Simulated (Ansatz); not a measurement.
# 3-layer 2H-MoS2 (2H stacking) in a perpendicular field, part 3 of 3

What dipole does a perpendicular field induce in the 3-layer 2H-MoS2 (2H stacking), and does the gap follow? A positive field points along +c.

Ansatz 0.2.0; plane-wave DFT, PBE-D3(BJ), Ansatz PAW.

So far, gap along the path (eV): step 3 (single point, field 0, start network) 1.01; step 4 (field 0.1 V/Å) 0.988; step 5 (field -0.1 V/Å) 0.988; step 6 (field 0.2 V/Å) 0.932.

### 7. Single point, field 0.3 V/Å

The input, input.yaml:

```yaml
crystal:
  lattice:
    - [3.1509790922, 0.0, 0.0]
    - [-1.5754895461, 2.7288279406, 0.0]
    - [0.0, 0.0, 33.245149781]
  atoms:
    - { symbol: S, position: [0.3333333333, 0.6666666667, 0.2707161814] }
    - { symbol: Mo, position: [0.0, 0.0, 0.3178737609] }
    - { symbol: S, position: [0.3333333333, 0.6666666667, 0.3649800348] }
    - { symbol: S, position: [0.0, 0.0, 0.4529159806] }
    - { symbol: Mo, position: [0.3333333333, 0.6666666667, 0.5] }
    - { symbol: S, position: [0.0, 0.0, 0.5470840194] }
    - { symbol: S, position: [0.3333333333, 0.6666666667, 0.6350199652] }
    - { symbol: Mo, position: [0.0, 0.0, 0.6821262391] }
    - { symbol: S, position: [0.3333333333, 0.6666666667, 0.7292838186] }
kpoints:
  mp_grid: { grid: [18, 18, 1] }
  band_path:
    path: [[0, 0, 0], [0.5, 0, 0], [0.33333333, 0.33333333, 0], [0, 0, 0]]
    npoints: 16
hamiltonian:
  xc: pbe
  dispersion: d3bj
scf:
  occupations: { method: fermi_dirac, width: 0.02585 }
  convergence: { dr2_threshold: 1.0e-10 }
efield:
  axis: 3
  dipole_correction: true
  ramp_position: 0.9602
  ramp_width: 0.0795
  amplitude: 0.3
output:
  write_potential: true
  write_density: true
  volumetric_format: npy
```

Command:

```bash
$ ansatz run input.yaml --threads 4 --pin off --max-ram 8192MiB --backend cpu --events-out ev --progress --plain --runs-dir out
```

Numbers of over 12 decimals in the logs are rounded to 6 here.

Output:

```text
[...]
Crystal: 9 atoms, lattice volume = 285.858 Å³
Basis set: ecut = 420 eV, 5547 PW (Γ)
Bands: 48, of which v1, the nominal top of the filled ones, is band 39 counted from 1 (38 counted from 0)
Symmetry: 6 space group operations
k-points: 37 of 324 (time reversal used)
[...]
k-point 0: bands = [... 35 lower, 2.1196, 2.8011, 3.4280, 3.8380, 5.7318, 5.7318, 5.9327, 5.9327, ... 5 higher]
  k-point 1: bands = [... 35 lower, 2.2971, 2.8140, 3.3845, 3.7615, 5.6650, 5.8145, 5.8383, 5.8923, ... 5 higher]
  k-point 2: bands = [... 35 lower, 2.4182, 2.8110, 3.2198, 3.5295, 5.5085, 5.5930, 5.7454, 5.8318, ... 5 higher]
  k-point 36: bands = [... 35 lower, 1.2516, 2.8789, 3.1287, 3.4112, 4.6845, 4.9302, 5.1977, 5.6647, ... 5 higher]
[key lines of the parts left out:]
SCF converged after 16 iterations
Free energy (F): -20291.881408 eV
Fermi energy:    4.235046 eV
Dipole field:    D = 0.140077 V/Å  (p = 0.221287 e·Å, saw-weighted, corrected)
```

Run time: 62 s. Hardware: 4 threads of Intel Xeon at 2.50GHz (Skylake/Cascade Lake), shared host; peak memory 0.94 GiB; 3.1 min of CPU time.

The dipole is 0.221 e·Å, and the gap 0.846 eV.

### 8. Response, atoms held

This step: plane-wave DFT, PBE-D3(BJ), Ansatz PAW; response to a field along the normal, atoms held (Ansatz 0.2.0).

The dipoles give the slope, and the difference of two potentials shows where the field is screened.

This step gave:

| Item | Value |
| --- | --- |
| equivalent conductor thickness p/(ε₀AE) | 15.52 Å |
| distance between the outer atoms | 15.25 Å |

The dipole of the cell by applied field:

| applied field (V/Å) | dipole of the cell (e·Å) |
| --- | --- |
| -0.100 | -0.0737 |
| 0.000 | -3.1e-6 |
| 0.100 | 0.0737 |
| 0.200 | 0.147 |
| 0.300 | 0.221 |

Local field over the applied field, running mean. From the potentials at -0.1 and 0.1 V/Å; running mean over 2.8 Å. Local field over applied field against z:

z (Å), local field over applied field and a bar:
```
        5      0.996 ##############################
        6      0.965 #############################
        7      0.802 ########################
        8      0.493 ##############
        9      0.194 #####
       10      0.056 
       11      0.046 
       12      0.123 ###
       13      0.239 ######
       14      0.250 #######
       15      0.148 ###
       16      0.051 
       17      0.041 
       18      0.116 ##
       19      0.235 ######
       20      0.252 #######
       21      0.156 ####
       22      0.056 
       23      0.044 
       24      0.142 ###
       25      0.412 ############
       26      0.733 ######################
       27      0.943 ############################
       28      0.993 ##############################
```

Electrons, planar mean, per unit field. The induced electron density by z:

| z (Å) | induced electron density (e/Å³ per V/Å) |
| --- | --- |
| 4.5 | 4.3e-6 |
| 5.0 | 1.4e-5 |
| 5.5 | 4.4e-5 |
| 6.0 | 1.3e-4 |
| 6.5 | 3.7e-4 |
| 7.0 | 1.0e-3 |
| 7.5 | 0.00232 |
| 8.0 | 0.00363 |
| 8.5 | 0.00205 |
| 9.0 | 9.7e-4 |
| 9.5 | 3.7e-4 |
| 10.0 | -4.5e-4 |
| 10.5 | 7.8e-5 |
| 11.0 | 2.3e-4 |
| 11.5 | 4.3e-5 |
| 12.0 | -8.2e-4 |
| 12.5 | -0.00111 |
| 13.0 | -0.00208 |
| 13.5 | -4.5e-4 |
| 14.0 | 0.00171 |
| 14.5 | 0.00165 |
| 15.0 | 7.7e-4 |
| 15.5 | 4.2e-4 |
| 16.0 | -3.2e-4 |
| 16.5 | -9.3e-5 |
| 17.0 | 2.1e-4 |
| 17.5 | 1.3e-4 |
| 18.0 | -8.1e-4 |
| 18.5 | -9.6e-4 |
| 19.0 | -0.00206 |
| 19.5 | -7.1e-4 |
| 20.0 | 0.00152 |
| 20.5 | 0.00179 |
| 21.0 | 7.5e-4 |
| 21.5 | 5.3e-4 |
| 22.0 | -3.4e-4 |
| 22.5 | -2.0e-4 |
| 23.0 | 2.4e-4 |
| 23.5 | 3.2e-4 |
| 24.0 | -9.8e-4 |
| 24.5 | -0.00104 |
| 25.0 | -0.00326 |
| 25.5 | -0.00312 |
| 26.0 | -0.00154 |
| 26.5 | -6.1e-4 |
| 27.0 | -2.2e-4 |
| 27.5 | -7.5e-5 |
| 28.0 | -2.5e-5 |
| 28.5 | -7.7e-6 |

The smaller of the gaps on the path and on the k-mesh, counted as 0 under 0.03 eV. Gap against applied field:

| applied field (V/Å) | gap (eV) |
| --- | --- |
| -0.100 | 0.988 |
| 0.000 | 1.01 |
| 0.100 | 0.988 |
| 0.200 | 0.932 |
| 0.300 | 0.847 |

By hand: between -0.1 and 0.1 V/Å the dipole changes by 0.1475 e·Å, a slope of 0.7374 e·Å²/V. A perfect conductor of thickness t has p = ε₀AEt, so t = 180.95 × 0.7374 / 8.598 = 15.52 Å (e/ε₀ = 180.95 V·Å, A in Å²).

The induced dipole is that of a conductor 15.52 Å thick.

### 9. Summary of results

```json
{"gap without field": "1.01 eV", "ionisation energy, upper face": "5.30 eV", "electron affinity, upper face": "4.30 eV", "equivalent conductor thickness, atoms held": "15.5 Å"}
```

In words: The induced dipole equals that of a perfect conductor 15.52 Å thick, while the outer atoms lie 15.25 Å apart; an out-of-plane ε follows only once a thickness t is chosen, by 1 − 1/ε = 15.52 Å / t. The gap goes from 1.01 eV to 0.85 eV at 0.3 V/Å. Semilocal functionals give gaps that are too small, and excitons are not included. Spin-orbit coupling is left out, which matters for the bands of elements this heavy.

[Logs are printed without paths, hosts, clocks, repeated set-up lines and the standing remarks that a program may print on its own settings, such as how far it seeks lower states.]

[Hosts, paths, dates, database ids (printed as entryN), source tags and the programs' standing remarks are cut or masked in the printed files.]

[Maps of the electrostatic potential energy from Ansatz leave out the sawtooth potential of an applied field or a dipole correction, so their vacuum need not be flat; planar profiles and work functions include it.]
